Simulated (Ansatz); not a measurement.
input.yaml

```yaml
crystal:
  lattice:
    - [4.0031396356, 0.0, 0.0]
    - [-2.0015698178, 5.9693585476, 0.0]
    - [0.0, 0.0, 25.2290960167]
  atoms:
    - { symbol: Ni, position: [0.3955490642, 0.7910981284, 0.2972758118] }
    - { symbol: Al, position: [0.7708606228, 0.5417212457, 0.3114475459] }
    - { symbol: Al, position: [0.560492845, 0.12098569, 0.352960381] }
    - { symbol: Ni, position: [0.9358044037, 0.8716088073, 0.3671321151] }
    - { symbol: Al, position: [0.3313534678, 0.6627069357, 0.3881359756] }
    - { symbol: Ni, position: [0.726902532, 0.453805064, 0.4091398362] }
    - { symbol: Al, position: [0.1022140907, 0.2044281814, 0.4233115702] }
    - { symbol: Al, position: [0.8918463128, 0.7836926257, 0.4648244054] }
    - { symbol: Ni, position: [0.2671578715, 0.534315743, 0.4789961395] }
    - { symbol: Al, position: [0.6627069357, 0.3254138714, 0.5] }
    - { symbol: Ni, position: [0.0582559999, 0.1165119997, 0.5210038605] }
    - { symbol: Al, position: [0.4335675585, 0.8671351171, 0.5351755946] }
    - { symbol: Al, position: [0.2231997807, 0.4463995614, 0.5766884298] }
    - { symbol: Ni, position: [0.5985113393, 0.1970226787, 0.5908601638] }
    - { symbol: Al, position: [0.9940604035, 0.9881208071, 0.6118640244] }
    - { symbol: Ni, position: [0.3896094677, 0.7792189354, 0.6328678849] }
    - { symbol: Al, position: [0.7649210264, 0.5298420528, 0.647039619] }
    - { symbol: Al, position: [0.5545532485, 0.1091064971, 0.6885524541] }
    - { symbol: Ni, position: [0.9298648072, 0.8597296144, 0.7027241882] }
basis:
  ecutwfc: 420
kpoints:
  mp_grid: { grid: [9, 6, 1] }
hamiltonian:
  xc: pbesol
scf:
  occupations: { method: gaussian, width: 0.1 }
output:
  forces: true
  stress: true
  eigenvalues: true
  write_density: true
  write_potential: true
  elf: true
  volumetric_format: npy
efield:
  axis: 3
  dipole_correction: true
  ramp_width: 0.04
```

Run as
```bash
ansatz run input.yaml --threads 2 --pin off --max-ram 5120MiB --backend cpu --events-out ev --progress --plain --runs-dir out
```

Theory: Ansatz 0.2.0, DFT PBEsol, scalar-relativistic, plane waves, PAW.

From the run's log, abridged:

```
Warning: crystal.symmetry: narrowed to the stabiliser of the k-point mesh — unitary ops 2 → 1; excluded 1 operation that carries a point of the 9×6×1 mesh (shift [0, 0, 0]) off the mesh (the run samples exactly the mesh kpoints.mp_grid names, as under crystal.symmetry.detect: false, and its converged state has the mesh's symmetry, not the crystal's; ε∞, the Born charges and the force constants of a linear response (`dielectric:` by the response, `phonons.method: dfpt`) are averaged over those of the crystal's operations that the state keeps within a tolerance, where `mesh_tensors`, `unaveraged_element` or `gamma_mean_max_change_ev_ang2` stands beside them; a row that `dielectric.field_direct ...
Pseudopotentials: kind: paw
Pseudopotential: Ni, paw, valence charge 18, recommended cutoff 420 eV (normal)
Pseudopotential: Al, paw, valence charge 3, recommended cutoff 420 eV (normal)
Functional definition: PBEsol
Crystal: 19 atoms, lattice volume = 602.879 Å³
Basis set: ecut = 420 eV, 11833 PW (Γ), exchange–correlation on 54×90×360 points (8 copies of the dense FFT grid, shifted against one another)
Bands: 108, of which v1, the nominal top of the filled ones, is band 89 counted from 1 (88 counted from 0)
Symmetry: 1 space group operations
k-points: 28 of 54 (time reversal used)
Initial density: superposition of atomic densities (neutral atoms: chi_scale 0, normalization atom), corrected by the library's trained network
Initial wavefunctions: pseudopotential atomic-orbital guess
Functional: x = pbesol(κ = 0.804, μ = 0.12345679), c = pbesol(β = 0.046)
SCF iter   1: F=—  HF=-52213.788171 eV  |F-HF|=—  |Δ(HF+E_count)|=         —  Δρ=1.39e-2  dr2=1.06e0  ethr=1.77e-3  p= 0.000 e·Å  D=-5.21e-12 V/Å  ΔV_dip=0.00 eV  dr2_dipole=3.18e-7  V_vac-E_F(+/−)=4.46/4.46 eV  ⟨swp⟩=10.2  Hψ=15374  notcnv=0  defer=48
efield: sawtooth ramp at fractional position 0.9800 (placed from the atoms, in the widest stretch of the axis that holds none; the zero of the levels goes with the place), width 0.0400; the density the first Hamiltonian is built on has a dipole p =  0.000 e·Å; the dipole correction subtracts the counter field D = -5.21e-12 V/Å, which shifts the + side's vacuum level by +0.00 eV against the − side's; the planar-averaged density in the ramp window peaks in size at 7.7e-6 e/Å³
SCF iter   2: F=—  HF=-52213.935900 eV  |F-HF|=—  |Δ(HF+E_count)|=   1.48e-1  Δρ=2.26e-2  dr2=1.86e0  ethr=5.99e-4  p= 0.000 e·Å  D=-5.98e-6 V/Å  ΔV_dip=0.00 eV  dr2_dipole=2.56e-7  V_vac-E_F(+/−)=4.54/4.54 eV  ⟨swp⟩=2.0  Hψ=5091  notcnv=0  defer=323
SCF iter   3: F=—  HF=-52213.748516 eV  |F-HF|=—  |Δ(HF+E_count)|=   1.87e-1  Δρ=9.61e-3  dr2=3.43e-1  ethr=5.99e-4  p=0.000 e·Å  D=8.32e-7 V/Å  ΔV_dip= 0.00 eV  dr2_dipole=4.20e-8  V_vac-E_F(+/−)=4.53/4.53 eV  ⟨swp⟩=2.0  Hψ=3984  notcnv=0  defer=323
SCF iter   4: F=—  HF=-52213.720609 eV  |F-HF|=—  |Δ(HF+E_count)|=   2.79e-2  Δρ=2.78e-3  dr2=3.34e-2  ethr=1.94e-4  p= 0.000 e·Å  D=-4.45e-6 V/Å  ΔV_dip=0.00 eV  dr2_dipole=6.11e-7  V_vac-E_F(+/−)=4.52/4.52 eV  ⟨swp⟩=2.0  Hψ=4242  notcnv=0  defer=323
SCF iter   5: F=—  HF=-52213.716984 eV  |F-HF|=—  |Δ(HF+E_count)|=   3.63e-3  Δρ=5.38e-4  dr2=1.29e-3  ethr=1.89e-5  p= 0.000 e·Å  D=-1.85e-6 V/Å  ΔV_dip=0.00 eV  dr2_dipole=1.77e-7  V_vac-E_F(+/−)=4.53/4.53 eV  ⟨swp⟩=2.0  Hψ=5013  notcnv=0  defer=323
SCF iter   6: F=—  HF=-52213.718039 eV  |F-HF|=—  |Δ(HF+E_count)|=   1.05e-3  Δρ=2.97e-4  dr2=4.81e-4  ethr=7.29e-7  p= 0.000 e·Å  D=-3.17e-7 V/Å  ΔV_dip=0.00 eV  dr2_dipole=3.37e-9  V_vac-E_F(+/−)=4.53/4.53 eV  ⟨swp⟩=2.0  Hψ=4833  notcnv=0  defer=323
SCF iter   7: F=—  HF=-52213.718123 eV  |F-HF|=—  |Δ(HF+E_count)|=   8.36e-5  Δρ=1.18e-4  dr2=6.73e-5  ethr=2.72e-7  p=0.000 e·Å  D=4.47e-7 V/Å  ΔV_dip= 0.00 eV  dr2_dipole=6.59e-8  V_vac-E_F(+/−)=4.53/4.53 eV  ⟨swp⟩=2.1  Hψ=3745  notcnv=0  defer=323
SCF iter   8: F=—  HF=-52213.718217 eV  |F-HF|=—  |Δ(HF+E_count)|=   9.48e-5  Δρ=8.88e-5  dr2=3.40e-5  ethr=3.80e-8  p= 0.000 e·Å  D=-1.03e-6 V/Å  ΔV_dip=0.00 eV  dr2_dipole=2.52e-7  V_vac-E_F(+/−)=4.54/4.54 eV  ⟨swp⟩=2.0  Hψ=4637  notcnv=0  defer=323
SCF iter   9: F=—  HF=-52213.718213 eV  |F-HF|=—  |Δ(HF+E_count)|=   4.03e-6  Δρ=1.95e-5  dr2=2.02e-6  ethr=1.92e-8  p=0.000 e·Å  D=1.30e-7 V/Å  ΔV_dip= 0.00 eV  dr2_dipole=3.42e-9  V_vac-E_F(+/−)=4.54/4.54 eV  ⟨swp⟩=2.0  Hψ=3576  notcnv=0  defer=323
SCF iter  10: F=—  HF=-52213.718218 eV  |F-HF|=—  |Δ(HF+E_count)|=   4.42e-6  Δρ=1.36e-5  dr2=8.67e-7  ethr=1.14e-9  p= 0.000 e·Å  D=-7.09e-7 V/Å  ΔV_dip=0.00 eV  dr2_dipole=5.31e-10  V_vac-E_F(+/−)=4.54/4.54 eV  ⟨swp⟩=2.4  Hψ=4667  notcnv=0  defer=323
SCF iter  11: F=—  HF=-52213.718218 eV  |F-HF|=—  |Δ(HF+E_count)|=   2.15e-7  Δρ=7.43e-6  dr2=2.92e-7  ethr=4.90e-10  p=0.000 e·Å  D=1.00e-8 V/Å  ΔV_dip= 0.00 eV  dr2_dipole=1.63e-10  V_vac-E_F(+/−)=4.54/4.54 eV  ⟨swp⟩=2.0  Hψ=3818  notcnv=0  defer=323
SCF iter  12: F=-52213.718218 eV  HF=-52213.718218 eV  |F-HF|=4.31e-8  |Δ(HF+E_count)|=   1.42e-7  Δρ=2.47e-6  dr2=4.27e-8  ethr=5.65e-11  p= 0.000 e·Å  D=-6.44e-8 V/Å  ΔV_dip=0.00 eV  dr2_dipole=1.11e-10  V_vac-E_F(+/−)=4.54/4.54 eV  ⟨swp⟩=23.6  Hψ=26102  notcnv=0
SCF 1 converged in 12 iterations: F = -52213.718218 eV  dr2 = 4.27e-8
WARN: The output density's exchange-correlation potential varies sharply where the density is thin. Do not read a vacuum level from v_tot or v_xc, or from such a field of the output density. On a cell that repeats whose density bears no net charge and no dipole along the vacuum's axis use v_es (v_loc + v_h of the components); under efield.dipole_correction with no amplitude use v_es + v_field, which holds any external_charges[].barrier, or the levels of the report's work_function block, which leave it out; under a non-zero efield.amplitude the vacuum is tilted and has no level; on a cell that repeats and bears such a dipole with no correction it is tilted too, and efield.dipole_correction wi ...
SCF converged after 12 iterations
Free energy (F): -52213.718218 eV
Harris-Foulkes:  -52213.718218 eV  (|F-HF|=4.31e-8)
Internal energy: -52213.666992 eV  (E = F + TS)
E sigma→0 (E₀):  -52213.692605 eV
Entropy (-TS):   -0.051226 eV (-2.696 meV/atom)
Fermi energy:    2.273580 eV
Dipole field:    D = -0.000008 V/Å  (p = -0.000027 e·Å, saw-weighted, corrected)
Work function:   Φ+ = 4.5371 eV   Φ− = 4.5369 eV
Levels:          The Fermi level and band energies are counted from a zero that moves with the ramp; work functions are not
--- Per-component energies (eV) ---
  E_band       = -4606.518331
  E_kinetic    = 2539.783320
  E_local      = -196123.249427  (includes V_loc(G=0)·N_el)
  E_nonlocal   = 5220.014192
  E_hartree    = 94610.678935
  E_xc         = -1109.438517
  E_vxc        = -1195.411852  (∫ρ·V_xc dr)
  E_paw        = -17783.561055  (= ΣΔE_a)
  E_vpaw       = -4269.038618  (= ΣTr[D̂ρ^β])
  E_aug_tail   = 0.004070  (compensation charges beyond the density's cutoff)
  E_efield     = 0.000000  (sawtooth field / dipole correction)
  E_vefield    = 0.000000  (∫n·V_field dr)
  E_ewald      = 60430.312649
  E_core_change = 1.788840  (= ΣΔE_core)
  E_smearing   = -0.051226  (= −TS)
--- Forces (eV/Å), atoms counted from 1 ---
  atom   1  Ni     0.00075132    -0.39263576     1.05591334
  atom   2  Al    -0.00122233     0.52787661    -0.13515662
  atom   3  Al    -0.00021153    -0.44553785    -0.11145306
  atom   4  Ni     0.00234722     0.32352810    -0.27760504
  atom   5  Al     0.00228703     0.13836908    -0.26419482
  atom   6  Ni    -0.00469292    -0.14022479    -0.10495337
  atom   7  Al     0.00283832    -0.03916679    -0.02324788
  atom   8  Al     0.00488089     0.02789281    -0.11716075
  atom   9  Ni     0.00066137    -0.00274194     0.04537393
  atom  10  Al    -0.00000098     0.00000004    -0.00000111
  atom  11  Ni    -0.00066121     0.00274269    -0.04537325
  atom  12  Al    -0.00488073    -0.02789271     0.11715597
  atom  13  Al    -0.00283825     0.03916432     0.02324739
  atom  14  Ni     0.00469252     0.14023107     0.10495314
  atom  15  Al    -0.00228820    -0.13836761     0.26419897
  atom  16  Ni    -0.00234764    -0.32353230     0.27761519
  atom  17  Al     0.00021203     0.44553853     0.11145549
  atom  18  Al     0.00122198    -0.52788206     0.13515803
  atom  19  Ni    -0.00075105     0.39263885    -1.05590235
--- Stress (GPa, compression-positive) ---
       -2.366337       0.001469      -0.005852
        0.001469      -1.087668       0.025937
       -0.005852       0.025937      -1.223558
  P = ⅓ Tr σ = -1.5592 GPa (-15.592 kbar)
--- Band table (eV; the first three rows and the last of 28) ---
  k-point 0: bands = ["-100.8391", "-100.8391", "-100.7746", "-100.7728", "-100.5615", "-100.5614", "-99.9600", "-99.9600", "-61.4174", "-61.4173", "-61.3901", "-61.3900", "-61.3657", "-61.3656", "-61.3611", "-61.3573", "-61.3161", "-61.3063", "-61.3043", "-61.2981", "-61.1722", "-61.1722", "-61.1367", "-61.1367", "-61.0264", "-61.0264", "-60.5728", "-60.5728", "-60.5350", "-60.5350", "-60.4823", "-60.4823", "-8.0043", "-7.1160", "-5.7735", "-4.1744", "-4.0447", "-3.9237", "-3.2327", "-3.1470", "-2.7251", "-2.2305", "-2.0945", "-1.8167", "-1.6531", "-1.3821", "-1.2348", "-1.0075", "-0.9839", "-0.7234", "-0.7124", "-0.6849", "-0.6175", "-0.5688", "-0.5518", "-0.4928", "-0.3204", "-0.1756", "- ...
  k-point 1: bands = ["-100.8391", "-100.8391", "-100.7746", "-100.7728", "-100.5615", "-100.5614", "-99.9600", "-99.9600", "-61.4174", "-61.4173", "-61.3900", "-61.3900", "-61.3657", "-61.3656", "-61.3610", "-61.3573", "-61.3161", "-61.3063", "-61.3043", "-61.2982", "-61.1722", "-61.1722", "-61.1367", "-61.1367", "-61.0264", "-61.0264", "-60.5728", "-60.5728", "-60.5350", "-60.5350", "-60.4823", "-60.4823", "-7.8926", "-7.0151", "-5.7063", "-5.0502", "-4.4173", "-3.8938", "-3.1194", "-2.7411", "-2.6712", "-2.2372", "-1.9954", "-1.6253", "-1.5275", "-1.2790", "-1.2490", "-0.9929", "-0.9465", "-0.7390", "-0.7277", "-0.6857", "-0.6411", "-0.5663", "-0.5373", "-0.4320", "-0.2783", "-0.1206", "- ...
  k-point 2: bands = ["-100.8391", "-100.8391", "-100.7746", "-100.7728", "-100.5615", "-100.5614", "-99.9600", "-99.9600", "-61.4174", "-61.4173", "-61.3900", "-61.3900", "-61.3657", "-61.3656", "-61.3610", "-61.3574", "-61.3161", "-61.3063", "-61.3043", "-61.2982", "-61.1722", "-61.1722", "-61.1367", "-61.1367", "-61.0264", "-61.0264", "-60.5728", "-60.5728", "-60.5350", "-60.5350", "-60.4823", "-60.4823", "-7.5662", "-6.7713", "-6.0397", "-5.3624", "-5.1723", "-4.1429", "-3.4088", "-2.8042", "-2.3723", "-1.9188", "-1.6523", "-1.4048", "-1.2691", "-1.1856", "-1.0917", "-0.9729", "-0.8972", "-0.7742", "-0.7509", "-0.6916", "-0.6731", "-0.6308", "-0.4885", "-0.2563", "-0.1542", "-0.0400", "0 ...
  k-point 27: bands = ["-100.8391", "-100.8391", "-100.7746", "-100.7728", "-100.5615", "-100.5614", "-99.9600", "-99.9600", "-61.4175", "-61.4174", "-61.3899", "-61.3899", "-61.3728", "-61.3725", "-61.3541", "-61.3501", "-61.3150", "-61.3075", "-61.3053", "-61.2978", "-61.1722", "-61.1722", "-61.1370", "-61.1370", "-61.0264", "-61.0264", "-60.5727", "-60.5727", "-60.5350", "-60.5350", "-60.4825", "-60.4825", "-6.1978", "-5.3630", "-4.5852", "-4.1996", "-4.1161", "-3.6537", "-3.3727", "-3.0389", "-2.7964", "-2.5655", "-2.4911", "-2.3563", "-2.1104", "-1.6127", "-1.4156", "-1.3403", "-1.1648", "-0.9624", "-0.8400", "-0.7942", "-0.5381", "-0.3811", "-0.3165", "-0.2873", "-0.2646", "-0.2176", " ...
```

The calculation finished and met its thresholds.

The run took 6.9 min on 2 threads of AMD EPYC (Zen 3), on a shared host, peak memory 1.8 GiB.